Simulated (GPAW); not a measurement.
# CdS (Hawleyite) (F-43m) in GPAW: a series of runs

One crystal, CdS (Hawleyite), is run at these levels: LDA; tasks: dielectric tensor.

All numbers are computed with GPAW 26.7.0; they aren't measurements. Logs are shortened: lines on timing, memory, paths and dates and some standing lists are left out, and cuts for length are marked. The log counts tension as positive stress, the text compression.

## 1. Starting point

Symmetry: F-43m, No. 216, cubic system. Conventional cell: a = 5.714 Å, b = 5.714 Å, c = 5.714 Å, α = 90.00°, β = 90.00°, γ = 90.00°. Around Cd (site symmetry -43m) lie 4 S at 2.47 Å. S (site symmetry -43m) has 4 Cd at 2.47 Å as nearest neighbours.

## 2. Dielectric tensor, LDA

Contents of run.py:

```python
import numpy as np
from ase.dft.bandgap import bandgap
from ase.io import read, write
from gpaw import GPAW, PW
from gpaw.response.df import DielectricFunction

atoms = read('POSCAR')

calc = GPAW(mode=PW(400),
            xc='LDA',
            kpts={'size': (6, 6, 6), 'gamma': True},
            occupations={'name': 'fermi-dirac', 'width': 0.001},
            nbands=18,
            convergence={'density': 1e-06},
            maxiter=150,
            txt='gpaw.txt')
atoms.calc = calc
energy = atoms.get_potential_energy()
calc.write('gs.gpw')
write('result.traj', atoms)
print(f'Energy: {energy:.6f} eV')
print('Fermi level:', round(calc.get_fermi_level(), 4), 'eV')
print(f'Gap: {bandgap(calc)[0]:.4f} eV, direct: {bandgap(calc, direct=True)[0]:.4f} eV')

for size in [(20, 20, 20)]:
    name = 'x'.join(str(n) for n in size)
    dense = calc.fixed_density(kpts={'size': size, 'gamma': True},
                               nbands=35, convergence={'bands': 29, 'eigenstates': 1e-7},
                               update_fermi_level=True, txt=f'dense-{name}.txt')
    dense.write(f'{name}.gpw', mode='all')
    df = DielectricFunction(f'{name}.gpw', frequencies=np.array([0.0]), hilbert=False, eta=0.001,
                            ecut=80, nbands=29, intraband=False, txt=f'df-{name}.txt')
    for xc in ['RPA']:
        for direction in ['x', 'y', 'z', [0, 1, 1], [1, 0, 1], [1, 1, 0]]:
            e0, e = df.get_macroscopic_dielectric_constant(xc=xc, direction=direction)
            print(f'{name} {xc} {direction}: {e0:.4f} without, {e:.4f} with local fields')
```

Contents of POSCAR:

```
CdS
1.0
    0.0000000000      2.8569628861      2.8569628861
    2.8569628861      0.0000000000      2.8569628861
    2.8569628861      2.8569628861      0.0000000000
Cd S
1 1
Direct
    0.0000000000      0.0000000000      0.0000000000
    0.7500000000      0.7500000000      0.7500000000
```

Potentials or basis: the program's PAW data sets (release 1.2.1) made for this functional, pw.

Run with:

```console
OMP_NUM_THREADS=1 python run.py
```

gpaw.txt:

```text
__  _  _
 | _ |_)|_||  |
 |__||  | ||/\| - 26.7.0

Input parameters:
  mode=PW(ecut=400.0),
  convergence={'density': 1e-06},
  kpts=MonkhorstPack(size=(6, 6, 6), gamma=True),
  maxiter=150,
  nbands=18,
  occupations=Occupations(name='fermi-dirac', width=0.001),
  xc=XC(name='LDA')

Diagonalizing LCAO Hamiltonian
Converting LCAO to pw mode

                    S

       Cd

Atoms  # Å, Bohr magnetons
|   | symbol |        x |        y |        z |    initial magnetic moments |
|---|--------|----------|----------|----------|-----------------------------|
| 0 |     Cd | 0.000000 | 0.000000 | 0.000000 | ( 0.0000,  0.0000,  0.0000) |
| 1 |      S | 4.285444 | 4.285444 | 4.285444 | ( 0.0000,  0.0000,  0.0000) |

Unit cell  # Å
| periodic |        x |        y |        z |  lengths |    angles |
|----------|----------|----------|----------|----------|-----------|
|      yes | 0.000000 | 2.856963 | 2.856963 | 4.040356 | 60.000000 |
|      yes | 2.856963 | 0.000000 | 2.856963 | 4.040356 | 60.000000 |
|      yes | 2.856963 | 2.856963 | 0.000000 | 4.040356 | 60.000000 |

Number of symmetries: 24
Symmetry operations  # r_c * U_cc + t_c -> r_c
|    | kind |            matrix            |
|----|------|------------------------------|
|  0 |  E   |  1, 0, 0,  0, 1, 0,  0, 0, 1 |
|  1 |  σ   |  1, 0, 0,  0, 0, 1,  0, 1, 0 |
|  2 |  σ   |  1, 0,-1,  0, 1,-1,  0, 0,-1 |
|  3 |  C3  |  1, 0,-1,  0, 0,-1,  0, 1,-1 |
|  4 |  C3  |  1,-1, 0,  0,-1, 1,  0,-1, 0 |
|  5 |  σ   |  1,-1, 0,  0,-1, 0,  0,-1, 1 |
|  6 |  σ   |  0, 1, 0,  1, 0, 0,  0, 0, 1 |
|  7 |  C3  |  0, 1, 0,  0, 0, 1,  1, 0, 0 |
|  8 |  C2  |  0, 1,-1,  1, 0,-1,  0, 0,-1 |
|  9 |  S4  |  0, 1,-1,  0, 0,-1,  1, 0,-1 |
| 10 |  C3  |  0, 0, 1,  1, 0, 0,  0, 1, 0 |
| 11 |  σ   |  0, 0, 1,  0, 1, 0,  1, 0, 0 |
| 12 |  S4  |  0, 0,-1,  1, 0,-1,  0, 1,-1 |
| 13 |  C3  |  0, 0,-1,  0, 1,-1,  1, 0,-1 |
| 14 |  S4  |  0,-1, 1,  1,-1, 0,  0,-1, 0 |
| 15 |  C2  |  0,-1, 1,  0,-1, 0,  1,-1, 0 |
| 16 |  C3  |  0,-1, 0,  1,-1, 0,  0,-1, 1 |
| 17 |  S4  |  0,-1, 0,  0,-1, 1,  1,-1, 0 |
| 18 |  S4  | -1, 1, 0, -1, 0, 1, -1, 0, 0 |
| 19 |  C3  | -1, 1, 0, -1, 0, 0, -1, 0, 1 |
| 20 |  C3  | -1, 0, 1, -1, 1, 0, -1, 0, 0 |
| 21 |  S4  | -1, 0, 1, -1, 0, 0, -1, 1, 0 |
| 22 |  σ   | -1, 0, 0, -1, 1, 0, -1, 0, 1 |
| 23 |  C2  | -1, 0, 0, -1, 0, 1, -1, 1, 0 |

BZ-sampling:
  Number of BZ points: 216
  Number of IBZ points: 16

  Monkhorst-Pack size: [6, 6, 6]
  Monkhorst-Pack shift: [0.08333333333333333, 0.08333333333333333, 0.08333333333333333]

K-points  # in reciprocal-cell coordinates
|     |                                coordinates |     weight |
|-----|--------------------------------------------|------------|
|   0 | (  0.00000000,   0.00000000,   0.00000000) | 0.00462963 |
|   1 | (  0.16666667,   0.16666667,   0.00000000) | 0.02777778 |
|   2 | (  0.16666667,   0.16666667,   0.16666667) | 0.03703704 |
|   3 | (  0.33333333,   0.16666667,   0.16666667) | 0.05555556 |
|   4 | (  0.33333333,   0.33333333,  -0.33333333) | 0.05555556 |
|   5 | (  0.33333333,   0.33333333,   0.00000000) | 0.02777778 |
|   6 | (  0.33333333,   0.33333333,   0.16666667) | 0.11111111 |
|   7 | (  0.33333333,   0.33333333,   0.33333333) | 0.03703704 |
|   8 | (  0.50000000,   0.33333333,  -0.33333333) | 0.11111111 |
|   9 | (  0.50000000,   0.33333333,  -0.16666667) | 0.05555556 |
| ... |                                            |            |
|  15 | (  0.50000000,   0.50000000,   0.50000000) | 0.01851852 |

Plane wave coefficients: 869
Cutoff: 400.0 eV

Spin-components: 1 (collinear spins)
Bands:           18
Projectors:      11
Spin-degeneracy: 2
Datatype:        complex128

Parallelization:
  kpt:    1
  domain: 1
  band:   1

Density:
  Valence electrons: 18.0
  Components: 1
  Grid points: [20 20 20]
  Charge: 0.0  # |e|

Potential:
  Grid points: [20 20 20]

species:
  Cd:
    name:    Cadmium
    Z:       48.0
    valence: 12
    core:    36
    charge:  0.0  # [|e|]
    compensation charges:
      type: gauss
      rc: 0.38  # [Å]
      lmax: 2
    cutoffs:
      filter: 2.12  # [Å]
      core: 2.62  # [Å]
    projectors
    | kind |    occ | energy [eV] | rcut [Å] |
    |------|--------|-------------|----------|
    |   5s |  2.000 |      -5.950 |    1.191 |
    |   5p |  0.000 |      -1.328 |    1.228 |
    |   4d | 10.000 |     -11.904 |    1.164 |
    |    s |        |      21.261 |    1.191 |
    |    p |        |      25.883 |    1.228 |
    |    d |        |      15.307 |    1.164 |

    Using partial waves for Cd as LCAO basis

  S:
    name:    Sulfur
    Z:       16.0
    valence: 6
    core:    10
    charge:  0.0  # [|e|]
    compensation charges:
      type: gauss
      rc: 0.24  # [Å]
      lmax: 2
    cutoffs:
      filter: 1.77  # [Å]
      core: 1.66  # [Å]
    projectors
    | kind |    occ | energy [eV] | rcut [Å] |
    |------|--------|-------------|----------|
    |   3s |  2.000 |     -17.278 |    0.974 |
    |   3p |  4.000 |      -7.106 |    0.979 |
    |    s |        |       9.933 |    0.974 |
    |    p |        |      20.105 |    0.979 |
    |    d |        |       0.000 |    0.900 |

    Using partial waves for S as LCAO basis

Reference energy: -162860.550595  # eV

eigensolver:
  PPCG
  Converge bands: occupied
  niter=2

density mixing:
  MSR1-Mixer
  Pratt-step length: 0.05
  Maximum mixing coefficient: 0.75
  Old densities: 10
  SVD Regularization: 0.005
  Good broyden scale: 1.0
  Trust region scale: 1.0
  Backstep threshold: 4.0
  History deletion threshold: 6.0
  Fourier metric: weight=20.0, sigma=0.015

occupation numbers:
  Fermi-Dirac:
    width: 0.0010  # eV

poisson solver:
  ecut: 3200.0  # eV

xc functional:
  name: None

convergence criteria:
- Maximum integral of absolute [dens]ity change: 1e-06 electrons / valence electron
- Maximum [total energy] change in last 3 cyles: 0.0005 eV / valence electron
- Maximum integral of absolute [eigenst]ate change: 4e-08 eV^2 / valence electron
maximum number of iterations: 150

SCF iterations
|iter     | |      energy | eigst |  dens |
|---------|-|-------------|-------|-------|
|iter:   1| |   -7.984424 | -0.35 |       |
|iter:   2| |   -7.882610 | -2.17 | -1.15 |
|iter:   3| |   -7.509589 | -1.64 | -1.20 |
|iter:   4| |   -7.502214 | -3.53 | -1.76 |
|iter:   5| |   -7.500682c| -3.90 | -2.20 |
|iter:   6| |   -7.500669c| -5.44 | -2.95 |
|iter:   7| |   -7.500670c| -6.82 | -3.59 |
|iter:   8| |   -7.500670c| -7.79c| -4.86 |
|iter:   9| |   -7.500670c| -8.35c| -5.38 |
|iter:  10| |   -7.500670c| -8.86c| -6.27c|

Converged in 10 steps
Energy contributions relative to reference atoms: (reference = -162860.550595)

Energy contributions:
  Kinetic:          19.192759
  Coulomb:         -16.967316
  Zero:              0.183201
  External:          0.000000
  Xc:               -9.909314
  Entropy:          -0.000000
  Spinorbit:         0.000000
  ----------------------------
  Free energy:      -7.500670
  Extrapolated:     -7.500670

dipole moment: (-16.090078, -16.090078, -16.090078)  # |e|*Ang

Fermi level: 4.211
Eigenvalues  # (at kpt = [0.000, 0.000, 0.000])
| band index |      eig [eV] | occ [0-2] |
|------------|---------------|-----------|
|          0 |        -8.760 |     2.000 |
|          1 |        -3.954 |     2.000 |
|          2 |        -3.954 |     2.000 |
|          3 |        -3.954 |     2.000 |
|          4 |        -3.371 |     2.000 |
|          5 |        -3.371 |     2.000 |
[... 10 lines left out ...]
|         16 |        17.208 |     0.000 |
|         17 |        17.208 |     0.000 |

Gap: 0.968 eV
Transition (v -> c):
  (s=0, k=0, n=8, [0.00, 0.00, 0.00]) -> (s=0, k=0, n=9, [0.00, 0.00, 0.00])
No difference between direct/indirect transitions
# Writing to gs.gpw (mode='')
```

Wall time 4.9 min (1 thread of Intel Xeon at 2.50GHz (Skylake/Cascade Lake), shared host); peak memory 0.45 GiB.

Results:

```
Free energy                             : -7.5007 eV
Band gap on the k mesh                  : 0.97 eV, direct
Electronic dielectric tensor (diagonal) : 6.34
```

Electronic dielectric tensor:
```
6.34 0.00 0.00
0.00 6.34 0.00
0.00 0.00 6.34
```

Caveat: the long-wavelength limit can be off by several per cent where d states take part. A k mesh can miss the band edges.

## 3. Dielectric tensor, LDA

This run uses another cell than the first one, of 23.82 Å³/atom, 1.021 times its volume.

run.py is that of step 2.

Contents of POSCAR:

```
CdS
1.0
    0.0000000000      2.8770830059      2.8770830059
    2.8770830059      0.0000000000      2.8770830059
    2.8770830059      2.8770830059      0.0000000000
Cd S
1 1
Direct
    0.0000000000      0.0000000000      0.0000000000
    0.7500000000      0.7500000000      0.7500000000
```

Potentials or basis: the program's PAW data sets (release 1.2.1) made for this functional, pw.

Run with:

```console
OMP_NUM_THREADS=1 python run.py
```

gpaw.txt:

```text
__  _  _
 | _ |_)|_||  |
 |__||  | ||/\| - 26.7.0

Input parameters:
  mode=PW(ecut=400.0),
  convergence={'density': 1e-06},
  kpts=MonkhorstPack(size=(6, 6, 6), gamma=True),
  maxiter=150,
  nbands=18,
  occupations=Occupations(name='fermi-dirac', width=0.001),
  xc=XC(name='LDA')

Diagonalizing LCAO Hamiltonian
Converting LCAO to pw mode

                    S

       Cd

Atoms  # Å, Bohr magnetons
|   | symbol |        x |        y |        z |    initial magnetic moments |
|---|--------|----------|----------|----------|-----------------------------|
| 0 |     Cd | 0.000000 | 0.000000 | 0.000000 | ( 0.0000,  0.0000,  0.0000) |
| 1 |      S | 4.315625 | 4.315625 | 4.315625 | ( 0.0000,  0.0000,  0.0000) |

Unit cell  # Å
| periodic |        x |        y |        z |  lengths |    angles |
|----------|----------|----------|----------|----------|-----------|
|      yes | 0.000000 | 2.877083 | 2.877083 | 4.068810 | 60.000000 |
|      yes | 2.877083 | 0.000000 | 2.877083 | 4.068810 | 60.000000 |
|      yes | 2.877083 | 2.877083 | 0.000000 | 4.068810 | 60.000000 |

Number of symmetries: 24
Symmetry operations  # r_c * U_cc + t_c -> r_c
|    | kind |            matrix            |
|----|------|------------------------------|
|  0 |  E   |  1, 0, 0,  0, 1, 0,  0, 0, 1 |
|  1 |  σ   |  1, 0, 0,  0, 0, 1,  0, 1, 0 |
|  2 |  σ   |  1, 0,-1,  0, 1,-1,  0, 0,-1 |
|  3 |  C3  |  1, 0,-1,  0, 0,-1,  0, 1,-1 |
|  4 |  C3  |  1,-1, 0,  0,-1, 1,  0,-1, 0 |
|  5 |  σ   |  1,-1, 0,  0,-1, 0,  0,-1, 1 |
|  6 |  σ   |  0, 1, 0,  1, 0, 0,  0, 0, 1 |
|  7 |  C3  |  0, 1, 0,  0, 0, 1,  1, 0, 0 |
|  8 |  C2  |  0, 1,-1,  1, 0,-1,  0, 0,-1 |
|  9 |  S4  |  0, 1,-1,  0, 0,-1,  1, 0,-1 |
| 10 |  C3  |  0, 0, 1,  1, 0, 0,  0, 1, 0 |
| 11 |  σ   |  0, 0, 1,  0, 1, 0,  1, 0, 0 |
| 12 |  S4  |  0, 0,-1,  1, 0,-1,  0, 1,-1 |
| 13 |  C3  |  0, 0,-1,  0, 1,-1,  1, 0,-1 |
| 14 |  S4  |  0,-1, 1,  1,-1, 0,  0,-1, 0 |
| 15 |  C2  |  0,-1, 1,  0,-1, 0,  1,-1, 0 |
| 16 |  C3  |  0,-1, 0,  1,-1, 0,  0,-1, 1 |
| 17 |  S4  |  0,-1, 0,  0,-1, 1,  1,-1, 0 |
| 18 |  S4  | -1, 1, 0, -1, 0, 1, -1, 0, 0 |
| 19 |  C3  | -1, 1, 0, -1, 0, 0, -1, 0, 1 |
| 20 |  C3  | -1, 0, 1, -1, 1, 0, -1, 0, 0 |
| 21 |  S4  | -1, 0, 1, -1, 0, 0, -1, 1, 0 |
| 22 |  σ   | -1, 0, 0, -1, 1, 0, -1, 0, 1 |
| 23 |  C2  | -1, 0, 0, -1, 0, 1, -1, 1, 0 |

BZ-sampling:
  Number of BZ points: 216
  Number of IBZ points: 16

  Monkhorst-Pack size: [6, 6, 6]
  Monkhorst-Pack shift: [0.08333333333333333, 0.08333333333333333, 0.08333333333333333]

K-points  # in reciprocal-cell coordinates
|     |                                coordinates |     weight |
|-----|--------------------------------------------|------------|
|   0 | (  0.00000000,   0.00000000,   0.00000000) | 0.00462963 |
|   1 | (  0.16666667,   0.16666667,   0.00000000) | 0.02777778 |
|   2 | (  0.16666667,   0.16666667,   0.16666667) | 0.03703704 |
|   3 | (  0.33333333,   0.16666667,   0.16666667) | 0.05555556 |
|   4 | (  0.33333333,   0.33333333,  -0.33333333) | 0.05555556 |
|   5 | (  0.33333333,   0.33333333,   0.00000000) | 0.02777778 |
|   6 | (  0.33333333,   0.33333333,   0.16666667) | 0.11111111 |
|   7 | (  0.33333333,   0.33333333,   0.33333333) | 0.03703704 |
|   8 | (  0.50000000,   0.33333333,  -0.33333333) | 0.11111111 |
|   9 | (  0.50000000,   0.33333333,  -0.16666667) | 0.05555556 |
| ... |                                            |            |
|  15 | (  0.50000000,   0.50000000,   0.50000000) | 0.01851852 |

Plane wave coefficients: 893
Cutoff: 400.0 eV

Spin-components: 1 (collinear spins)
Bands:           18
Projectors:      11
Spin-degeneracy: 2
Datatype:        complex128

Parallelization:
  kpt:    1
  domain: 1
  band:   1

Density:
  Valence electrons: 18.0
  Components: 1
  Grid points: [20 20 20]
  Charge: 0.0  # |e|

Potential:
  Grid points: [20 20 20]

species:
  Cd:
    name:    Cadmium
    Z:       48.0
    valence: 12
    core:    36
    charge:  0.0  # [|e|]
    compensation charges:
      type: gauss
      rc: 0.38  # [Å]
      lmax: 2
    cutoffs:
      filter: 2.12  # [Å]
      core: 2.62  # [Å]
    projectors
    | kind |    occ | energy [eV] | rcut [Å] |
    |------|--------|-------------|----------|
    |   5s |  2.000 |      -5.950 |    1.191 |
    |   5p |  0.000 |      -1.328 |    1.228 |
    |   4d | 10.000 |     -11.904 |    1.164 |
    |    s |        |      21.261 |    1.191 |
    |    p |        |      25.883 |    1.228 |
    |    d |        |      15.307 |    1.164 |

    Using partial waves for Cd as LCAO basis

  S:
    name:    Sulfur
    Z:       16.0
    valence: 6
    core:    10
    charge:  0.0  # [|e|]
    compensation charges:
      type: gauss
      rc: 0.24  # [Å]
      lmax: 2
    cutoffs:
      filter: 1.77  # [Å]
      core: 1.66  # [Å]
    projectors
    | kind |    occ | energy [eV] | rcut [Å] |
    |------|--------|-------------|----------|
    |   3s |  2.000 |     -17.278 |    0.974 |
    |   3p |  4.000 |      -7.106 |    0.979 |
    |    s |        |       9.933 |    0.974 |
    |    p |        |      20.105 |    0.979 |
    |    d |        |       0.000 |    0.900 |

    Using partial waves for S as LCAO basis

Reference energy: -162860.550595  # eV

eigensolver:
  PPCG
  Converge bands: occupied
  niter=2

density mixing:
  MSR1-Mixer
  Pratt-step length: 0.05
  Maximum mixing coefficient: 0.75
  Old densities: 10
  SVD Regularization: 0.005
  Good broyden scale: 1.0
  Trust region scale: 1.0
  Backstep threshold: 4.0
  History deletion threshold: 6.0
  Fourier metric: weight=20.0, sigma=0.015

occupation numbers:
  Fermi-Dirac:
    width: 0.0010  # eV

poisson solver:
  ecut: 3200.0  # eV

xc functional:
  name: None

convergence criteria:
- Maximum integral of absolute [dens]ity change: 1e-06 electrons / valence electron
- Maximum [total energy] change in last 3 cyles: 0.0005 eV / valence electron
- Maximum integral of absolute [eigenst]ate change: 4e-08 eV^2 / valence electron
maximum number of iterations: 150

SCF iterations
|iter     | |      energy | eigst |  dens |
|---------|-|-------------|-------|-------|
|iter:   1| |   -7.986073 | -0.39 |       |
|iter:   2| |   -7.883425 | -2.19 | -1.15 |
|iter:   3| |   -7.511108 | -1.64 | -1.20 |
|iter:   4| |   -7.503923 | -3.56 | -1.76 |
|iter:   5| |   -7.502408c| -3.90 | -2.20 |
|iter:   6| |   -7.502399c| -5.48 | -2.98 |
|iter:   7| |   -7.502400c| -6.83 | -3.58 |
|iter:   8| |   -7.502400c| -7.81c| -4.84 |
|iter:   9| |   -7.502400c| -8.40c| -5.38 |
|iter:  10| |   -7.502400c| -8.91c| -6.32c|

Converged in 10 steps
Energy contributions relative to reference atoms: (reference = -162860.550595)

Energy contributions:
  Kinetic:          17.620599
  Coulomb:         -15.733798
  Zero:              0.189423
  External:          0.000000
  Xc:               -9.578623
  Entropy:          -0.000000
  Spinorbit:         0.000000
  ----------------------------
  Free energy:      -7.502400
  Extrapolated:     -7.502400

dipole moment: (-16.246852, -16.246852, -16.246852)  # |e|*Ang

Fermi level: 3.944
Eigenvalues  # (at kpt = [0.000, 0.000, 0.000])
| band index |      eig [eV] | occ [0-2] |
|------------|---------------|-----------|
|          0 |        -8.863 |     2.000 |
|          1 |        -4.107 |     2.000 |
|          2 |        -4.107 |     2.000 |
|          3 |        -4.107 |     2.000 |
|          4 |        -3.553 |     2.000 |
|          5 |        -3.553 |     2.000 |
[... 10 lines left out ...]
|         16 |        16.907 |     0.000 |
|         17 |        16.907 |     0.000 |

Gap: 0.926 eV
Transition (v -> c):
  (s=0, k=0, n=8, [0.00, 0.00, 0.00]) -> (s=0, k=0, n=9, [0.00, 0.00, 0.00])
No difference between direct/indirect transitions
# Writing to gs.gpw (mode='')
```

Run time: 3.8 min. Hardware: 1 thread of Intel Xeon at 2.50GHz (Skylake/Cascade Lake), shared host; peak memory 0.45 GiB.

Results:

```yaml
Free_energy: -7.5024 eV
Band_gap_on_the_k_mesh: 0.93 eV, direct
Electronic_dielectric_tensor_diagonal: 6.38
```

Electronic dielectric tensor:
```
6.38 0.00 0.00
0.00 6.38 0.00
0.00 0.00 6.38
```

Caveat: the long-wavelength limit can be off by several per cent where d states take part.
